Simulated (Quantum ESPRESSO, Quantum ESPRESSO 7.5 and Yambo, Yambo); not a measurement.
# AgCl (Fm-3m): G0W0 with Yambo, start to end

Aim: the G0W0 gap of AgCl (Fm-3m) on PBE, step by step.

Main program and level: Quantum ESPRESSO 7.5 and Yambo 5.3.0; PBE and many-body steps on it, plane waves.

### 1. Starting point

The structure is cubic, space group Fm-3m (No. 225). Conventional cell: a = 5.597 Å, b = 5.597 Å, c = 5.597 Å, α = 90.00°, β = 90.00°, γ = 90.00°. Nearest to Ag lie 6 Cl at 2.80 Å. Nearest to Cl lie 6 Ag at 2.80 Å. Farther neighbours and most contacts between anions are not listed.

The lattice is a measured one from papers, the positions are the Materials Project's; both are kept fixed.

### 2. Ground state

This step: Quantum ESPRESSO 7.5; DFT, PBE, plane waves, norm-conserving pseudopotentials.

The ground-state density comes first.

Input file pw.in:

```
&control
  calculation = 'scf'
  prefix = 'x'
  outdir = 'o'
  pseudo_dir = 'pseudo'
/
&system
  ibrav = 0
  nat = 2
  ntyp = 2
  ecutwfc = 74.0
  nbnd = 18
  force_symmorphic = .true.
/
&electrons
  conv_thr = 1e-10
  electron_maxstep = 80
  mixing_beta = 0.5
/
ATOMIC_SPECIES
  Ag 107.87 Ag.upf
  Cl 35.45 Cl.upf
CELL_PARAMETERS angstrom
  0.0000000000 2.7985000000 2.7985000000
  2.7985000000 0.0000000000 2.7985000000
  2.7985000000 2.7985000000 -0.0000000000
ATOMIC_POSITIONS crystal
  Ag 0.0000000000 0.0000000000 0.0000000000
  Cl 0.5000000000 0.5000000000 0.5000000000
K_POINTS automatic
  6 6 6 0 0 0
```

Command:

```console
$ OMP_NUM_THREADS=1 mpirun -n 8 pw.x -nk 8 -in pw.in > pw.out
```

Log:

```text
Program PWSCF v.7.5 starts

     This program is part of the open-source Quantum ESPRESSO suite
     for quantum simulation of materials; please cite
         "P. Giannozzi et al., J. Phys.:Condens. Matter 21 395502 (2009);
         "P. Giannozzi et al., J. Phys.:Condens. Matter 29 465901 (2017);
         "P. Giannozzi et al., J. Chem. Phys. 152 154105 (2020);
     in publications or presentations arising from this work. More details at
     Message from routine setup:
     using ibrav=0 with symmetry is DISCOURAGED, use correct ibrav instead

     G-vector sticks info

     bravais-lattice index     =            0
     lattice parameter (alat)  =       7.4789  a.u.
     unit-cell volume          =     295.8030 (a.u.)^3
     number of atoms/cell      =            2
     number of atomic types    =            2
     number of electrons       =        26.00
     number of Kohn-Sham states=           18
     kinetic-energy cutoff     =      74.0000  Ry
     charge density cutoff     =     296.0000  Ry
     scf convergence threshold =      1.0E-10
     mixing beta               =       0.5000
     number of iterations used =            8  plain     mixing
     Exchange-correlation= PBE
                           (   1   4   3   4   0   0   0)

     celldm(1)=   7.478925  celldm(2)=   0.000000  celldm(3)=   0.000000
     celldm(4)=   0.000000  celldm(5)=   0.000000  celldm(6)=   0.000000

     crystal axes: (cart. coord. in units of alat)
               a(1) = (   0.000000   0.707107   0.707107 )
               a(2) = (   0.707107   0.000000   0.707107 )
               a(3) = (   0.707107   0.707107  -0.000000 )

     reciprocal axes: (cart. coord. in units 2 pi/alat)
               b(1) = ( -0.707107  0.707107  0.707107 )
               b(2) = (  0.707107 -0.707107  0.707107 )
               b(3) = (  0.707107  0.707107 -0.707107 )
     Pseudo is Norm-conserving + core correction, Zval = 19.0
     Generated using ONCVPSP code by D. R. Hamann
     Using radial grid of 1538 points,  6 beta functions with:
     Pseudo is Norm-conserving + core correction, Zval =  7.0
     Generated using ONCVPSP code by D. R. Hamann
     Using radial grid of 1028 points,  6 beta functions with:
     Ag               19.00   107.87000     Ag( 1.00)
     Cl                7.00    35.45000     Cl( 1.00)

     48 Sym. Ops., with inversion, found

   Cartesian axes

     site n.     atom                  positions (alat units)
         1        Ag     tau(   1) = (   0.0000000   0.0000000   0.0000000  )
         2        Cl     tau(   2) = (   0.7071068   0.7071068   0.7071068  )

     number of k points=    16
                       cart. coord. in units 2pi/alat
        k(    1) = (   0.0000000   0.0000000   0.0000000), wk =   0.0092593
        k(    2) = (   0.1178511   0.1178511  -0.1178511), wk =   0.0740741
        k(    3) = (   0.2357023   0.2357023  -0.2357023), wk =   0.0740741
        k(    4) = (  -0.3535534  -0.3535534   0.3535534), wk =   0.0370370
        k(    5) = (   0.2357023   0.0000000  -0.0000000), wk =   0.0555556
        k(    6) = (   0.3535534   0.1178511  -0.1178511), wk =   0.2222222
        k(    7) = (  -0.2357023  -0.4714045   0.4714045), wk =   0.2222222
        k(    8) = (  -0.1178511  -0.3535534   0.3535534), wk =   0.2222222
        k(    9) = (   0.0000000  -0.2357023   0.2357023), wk =   0.1111111
        k(   10) = (   0.4714045   0.0000000  -0.0000000), wk =   0.0555556
     [... 4 further rows ...]
        k(   15) = (  -0.1178511  -0.3535534   0.5892557), wk =   0.2222222
        k(   16) = (  -0.7071068   0.2357023   0.0000000), wk =   0.1111111

     Dense  grid:    25509 G-vectors     FFT dimensions: (  45,  45,  45)

     Initial potential from superposition of free atoms

     starting charge      25.9995, renormalised to      26.0000
     Starting wfcs are   14 randomized atomic wfcs +    4 random wfcs

     per-process dynamical memory:    23.1 Mb

     Self-consistent Calculation

     iteration #  1     ecut=    74.00 Ry     beta= 0.50

     Threshold (ethr) on eigenvalues was too large:
     Diagonalizing with lowered threshold

     total energy              =    -342.88377354 Ry
     estimated scf accuracy    <       0.04280558 Ry

     iteration #  2     ecut=    74.00 Ry     beta= 0.50

     total energy              =    -342.89545939 Ry
     estimated scf accuracy    <       0.00689734 Ry

     iteration #  3     ecut=    74.00 Ry     beta= 0.50

     total energy              =    -342.89669120 Ry
     estimated scf accuracy    <       0.00045543 Ry

     iteration #  4     ecut=    74.00 Ry     beta= 0.50

     total energy              =    -342.89672785 Ry
     estimated scf accuracy    <       0.00004794 Ry

     iteration #  5     ecut=    74.00 Ry     beta= 0.50

     total energy              =    -342.89673146 Ry
     estimated scf accuracy    <       0.00000137 Ry

     iteration #  6     ecut=    74.00 Ry     beta= 0.50

     total energy              =    -342.89673170 Ry
     estimated scf accuracy    <       0.00000019 Ry

     iteration #  7     ecut=    74.00 Ry     beta= 0.50

     total energy              =    -342.89673177 Ry
     estimated scf accuracy    <       0.00000005 Ry

     iteration #  8     ecut=    74.00 Ry     beta= 0.50

     total energy              =    -342.89673178 Ry
     estimated scf accuracy    <          1.6E-09 Ry

     iteration #  9     ecut=    74.00 Ry     beta= 0.50

     End of self-consistent calculation

          k = 0.0000 0.0000 0.0000 (  3143 PWs)   bands (ev):

   -81.9858 -45.5120 -45.5120 -45.5120  -7.2815   5.3481   5.3481   5.3481
     5.3881   5.3881   5.4792   5.4792   5.4792   8.6036  18.4007  18.4007
    18.4007  20.1477

          k = 0.1179 0.1179-0.1179 (  3182 PWs)   bands (ev):

   -81.9860 -45.5127 -45.5122 -45.5122  -7.1856   4.3456   4.5281   4.5281
     5.4327   5.4327   5.6660   6.4509   6.4509   9.7152  16.5415  17.7136
    17.7136  19.4669

          k = 0.2357 0.2357-0.2357 (  3173 PWs)   bands (ev):

   -81.9859 -45.5139 -45.5124 -45.5124  -6.9822   3.1493   3.9200   3.9200
     5.6012   5.6012   5.8692   7.3186   7.3186  11.3657  14.6620  16.0434
    16.0434  20.2784

          k =-0.3536-0.3536 0.3536 (  3178 PWs)   bands (ev):

     [... further k-points ...]

     highest occupied, lowest unoccupied level (ev):     7.6822    8.6036

!    total energy              =    -342.89673178 Ry
     estimated scf accuracy    <          2.2E-11 Ry

     The total energy is the sum of the following terms:
     one-electron contribution =    -184.59042280 Ry
     hartree contribution      =     102.15290952 Ry
     xc contribution           =     -55.32505801 Ry
     ewald contribution        =    -205.13416049 Ry

     convergence has been achieved in   9 iterations

     XML data file, charge density, pseudopotentials, collected wavefunctions

=------------------------------------------------------------------------------=
   JOB DONE.
=------------------------------------------------------------------------------=
```

Elapsed: 4.5 s, on 8 MPI ranks of Arm Neoverse V1, shared host; peak memory 0.46 GiB.

Numbers from this step:

```yaml
total_energy: -4665.3477 eV
gap: 0.9214 eV
k_of_the_valence_top: 0, 0, -0.5
k_of_the_conduction_bottom: 0, 0, 0
least_direct_gap: 3.124 eV
```

The gap is indirect, with the least direct gap 2.20 eV higher.

### 3. Bands along the symmetry lines

The cheap functional maps the bands first; the places of the edges decide which points the dearer methods must see.

Input file pw.in:

```
&control
  calculation = 'bands'
  prefix = 'x'
  outdir = 'o'
  pseudo_dir = 'pseudo'
/
&system
  ibrav = 0
  nat = 2
  ntyp = 2
  ecutwfc = 74.0
  nbnd = 19
  force_symmorphic = .true.
/
&electrons
  conv_thr = 1e-9
  electron_maxstep = 80
  diago_full_acc = .true.
  diago_thr_init = 5e-6
/
ATOMIC_SPECIES
  Ag 107.87 Ag.upf
  Cl 35.45 Cl.upf
CELL_PARAMETERS angstrom
  0.0000000000 2.7985000000 2.7985000000
  2.7985000000 0.0000000000 2.7985000000
  2.7985000000 2.7985000000 -0.0000000000
ATOMIC_POSITIONS crystal
  Ag 0.0000000000 0.0000000000 0.0000000000
  Cl 0.5000000000 0.5000000000 0.5000000000
K_POINTS crystal
  50
  0.00000000 0.00000000 0.00000000 1
  0.06250000 0.00000000 0.06250000 1
  0.12500000 0.00000000 0.12500000 1
  0.18750000 0.00000000 0.18750000 1
  0.25000000 0.00000000 0.25000000 1
  0.31250000 0.00000000 0.31250000 1
  0.37500000 0.00000000 0.37500000 1
  0.43750000 0.00000000 0.43750000 1
  0.50000000 0.00000000 0.50000000 1
  0.51562500 0.03125000 0.51562500 1
  0.53125000 0.06250000 0.53125000 1
  0.54687500 0.09375000 0.54687500 1
  0.56250000 0.12500000 0.56250000 1
  0.57812500 0.15625000 0.57812500 1
  0.59375000 0.18750000 0.59375000 1
  0.60937500 0.21875000 0.60937500 1
  0.62500000 0.25000000 0.62500000 1
  0.37500000 0.37500000 0.75000000 1
  0.32812500 0.32812500 0.65625000 1
  0.28125000 0.28125000 0.56250000 1
  0.23437500 0.23437500 0.46875000 1
  0.18750000 0.18750000 0.37500000 1
  0.14062500 0.14062500 0.28125000 1
  0.09375000 0.09375000 0.18750000 1
  0.04687500 0.04687500 0.09375000 1
  0.00000000 0.00000000 0.00000000 1
  0.06250000 0.06250000 0.06250000 1
  0.12500000 0.12500000 0.12500000 1
  0.18750000 0.18750000 0.18750000 1
  0.25000000 0.25000000 0.25000000 1
  0.31250000 0.31250000 0.31250000 1
  0.37500000 0.37500000 0.37500000 1
  0.43750000 0.43750000 0.43750000 1
  0.50000000 0.50000000 0.50000000 1
  0.50000000 0.46875000 0.53125000 1
  0.50000000 0.43750000 0.56250000 1
  0.50000000 0.40625000 0.59375000 1
  0.50000000 0.37500000 0.62500000 1
  0.50000000 0.34375000 0.65625000 1
  0.50000000 0.31250000 0.68750000 1
  0.50000000 0.28125000 0.71875000 1
  0.50000000 0.25000000 0.75000000 1
  0.50000000 0.21875000 0.71875000 1
  0.50000000 0.18750000 0.68750000 1
  0.50000000 0.15625000 0.65625000 1
  0.50000000 0.12500000 0.62500000 1
  0.50000000 0.09375000 0.59375000 1
  0.50000000 0.06250000 0.56250000 1
  0.50000000 0.03125000 0.53125000 1
  0.50000000 0.00000000 0.50000000 1
```

Log:

```text
[banner, memory and clock lines left out]
Program PWSCF v.7.5 starts

     Atomic positions and unit cell read from directory:
     o/x.save/

     Message from routine setup:
     using ibrav=0 with symmetry is DISCOURAGED, use correct ibrav instead

     G-vector sticks info

     bravais-lattice index     =            0
     lattice parameter (alat)  =       7.4789  a.u.
     unit-cell volume          =     295.8030 (a.u.)^3
     number of atoms/cell      =            2
     number of atomic types    =            2
     number of electrons       =        26.00
     number of Kohn-Sham states=           19
     kinetic-energy cutoff     =      74.0000  Ry
     charge density cutoff     =     296.0000  Ry
     Exchange-correlation= PBE
                           (   1   4   3   4   0   0   0)

     celldm(1)=   7.478925  celldm(2)=   0.000000  celldm(3)=   0.000000
     celldm(4)=   0.000000  celldm(5)=   0.000000  celldm(6)=   0.000000

     crystal axes: (cart. coord. in units of alat)
               a(1) = (   0.000000   0.707107   0.707107 )
               a(2) = (   0.707107   0.000000   0.707107 )
               a(3) = (   0.707107   0.707107  -0.000000 )

     reciprocal axes: (cart. coord. in units 2 pi/alat)
               b(1) = ( -0.707107  0.707107  0.707107 )
               b(2) = (  0.707107 -0.707107  0.707107 )
               b(3) = (  0.707107  0.707107 -0.707107 )
     Pseudo is Norm-conserving + core correction, Zval = 19.0
     Generated using ONCVPSP code by D. R. Hamann
     Using radial grid of 1538 points,  6 beta functions with:
     Pseudo is Norm-conserving + core correction, Zval =  7.0
     Generated using ONCVPSP code by D. R. Hamann
     Using radial grid of 1028 points,  6 beta functions with:
     Ag               19.00   107.87000     Ag( 1.00)
     Cl                7.00    35.45000     Cl( 1.00)

     48 Sym. Ops., with inversion, found

   Cartesian axes

     site n.     atom                  positions (alat units)
         1        Ag     tau(   1) = (   0.0000000   0.0000000   0.0000000  )
         2        Cl     tau(   2) = (   0.7071068   0.7071068   0.7071068  )

     number of k points=    50
                       cart. coord. in units 2pi/alat
        k(    1) = (   0.0000000   0.0000000   0.0000000), wk =   0.0400000
        k(    2) = (   0.0000000   0.0883883   0.0000000), wk =   0.0400000
        k(    3) = (   0.0000000   0.1767767   0.0000000), wk =   0.0400000
[...]
[... 38 further rows ...]
        k(   49) = (   0.0441942   0.7071068   0.0000000), wk =   0.0400000
        k(   50) = (   0.0000000   0.7071068   0.0000000), wk =   0.0400000

     Dense  grid:    25509 G-vectors     FFT dimensions: (  45,  45,  45)

     The potential is recalculated from file :
     o/x.save/charge-density

     Starting wfcs are   14 randomized atomic wfcs +    5 random wfcs

     Band Structure Calculation

     End of band structure calculation

          k = 0.0000 0.0000 0.0000 (  3143 PWs)   bands (ev):

   -81.9858 -45.5120 -45.5120 -45.5120  -7.2816   5.3481   5.3481   5.3481
     5.3881   5.3881   5.4792   5.4792   5.4792   8.6036  18.4007  18.4007
    18.4007  20.1477  20.8592

          k = 0.0000 0.0884 0.0000 (  3175 PWs)   bands (ev):

   -81.9860 -45.5122 -45.5121 -45.5121  -7.2625   4.8132   5.1917   5.1917
[...]
18.2369  19.2338  20.6517

          k = 0.0000 0.1768 0.0000 (  3195 PWs)   bands (ev):

[...]
17.9473  17.9473  21.2666

          k =-0.0000 0.2652 0.0000 (  3187 PWs)   bands (ev):

[...]
k = 0.0000 0.4419-0.0000 (  3174 PWs)   bands (ev):

[...]
k =-0.0000 0.5303 0.0000 (  3194 PWs)   bands (ev):

[...]
k = 0.0000 0.6187-0.0000 (  3202 PWs)   bands (ev):

[...]
k = 0.4640 0.4640-0.0000 (  3198 PWs)   bands (ev):

[...]
k = 0.3315 0.3315-0.0000 (  3164 PWs)   bands (ev):

[...]
k = 0.3094 0.7071-0.0000 (  3178 PWs)   bands (ev):

[...]
k = 0.2210 0.7071-0.0000 (  3180 PWs)   bands (ev):

[...]
k = 0.1768 0.7071-0.0000 (  3184 PWs)   bands (ev):

[...]
k = 0.0442 0.7071 0.0000 (  3206 PWs)   bands (ev):

[...]
18.9163  19.1187  22.3630

          k = 0.0000 0.7071 0.0000 (  3218 PWs)   bands (ev):

   -81.9861 -45.5144 -45.5131 -45.5131  -6.8579   3.5668   4.7770   4.7770
     5.0468   5.5642   5.8002   5.8002   5.8684  10.1056  15.6918  16.2373
    19.0699  19.0699  22.3648

     XML data file, pseudopotentials, collected wavefunctions
```

Elapsed: 3.7 s, on 8 MPI ranks; peak memory 0.43 GiB; 26 s of CPU time.

Numbers from this step:

| Property | Result |
| --- | --- |
| gap | 0.9214 eV |
| k of the valence top | 0.5, 0.5, 0.5 |
| k of the conduction bottom | 0, 0, 0 |
| least direct gap | 2.906 eV |

The gap is 0.921 eV, as in the run before at this level.

The electronic bands at the labelled points (eV, zero at the top of the highest filled band):

```
    point  band 10  band 11  band 12  band 13  band 14  band 15  band 16  band 17
        Γ    -2.29    -2.20    -2.20    -2.20     0.92    10.72    10.72    10.72
  halfway    -2.21    -1.69    -1.69    -1.28     3.37     7.39     8.77    10.11
        X    -2.12    -1.88    -1.88    -1.81     2.42     8.01     8.56    11.39
  halfway    -1.90    -1.85    -1.71    -1.69     2.77     7.85     8.41    10.80
        U    -1.94    -1.77    -1.59    -0.99     3.61     7.25     8.09     9.71
jump to K    -1.94    -1.77    -1.59    -0.99     3.61     7.25     8.09     9.71
  halfway    -2.06    -1.64    -1.64    -0.23     3.72     7.32     8.09     8.76
        Γ    -2.29    -2.20    -2.20    -2.20     0.92    10.72    10.72    10.72
  halfway    -2.17    -1.92    -0.76    -0.76     2.91     7.80     9.14     9.14
        L    -1.99    -1.69     0.00     0.00     4.31     6.39     7.67     7.67
  halfway    -1.99    -1.75    -0.95    -0.46     4.92     5.71     8.06     8.48
        W    -1.91    -1.89    -1.88    -1.12     4.16     7.87     7.87     7.97
  halfway    -1.90    -1.88    -1.86    -1.40     3.11     7.84     8.28     9.66
        X    -2.12    -1.88    -1.88    -1.81     2.42     8.01     8.56    11.39
```

(Continued in part 2 of 3.)

[Paths, hosts, dates, memory and timing lines, banners, echoed tables and standing remarks are left out of the program output.]

[Logs are printed without paths, hosts, clocks, repeated set-up lines and the standing remarks that a program may print on its own settings, such as how far it seeks lower states.]

[Runs of the session that timed out or met a known fault of the program may be left out.]

[Hosts, paths, dates, database ids (printed as entryN), source tags and the programs' standing remarks are cut or masked in the printed files.]
